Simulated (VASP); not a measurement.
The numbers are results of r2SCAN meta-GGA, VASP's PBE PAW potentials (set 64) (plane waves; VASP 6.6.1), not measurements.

Gaps are without spin-orbit coupling.

Task: Order these relaxed crystals by band gap, smallest first: ZrO2, P4_2/nmc (137); CuI, P-3m1 (164); SiGe, P6_3mc (186); CdBr2, P6_3mc (186).

Result: SiGe, P6_3mc (186) (0.66 eV), CuI, P-3m1 (164) (2.13 eV), CdBr2, P6_3mc (186) (3.48 eV), ZrO2, P4_2/nmc (137) (4.58 eV)
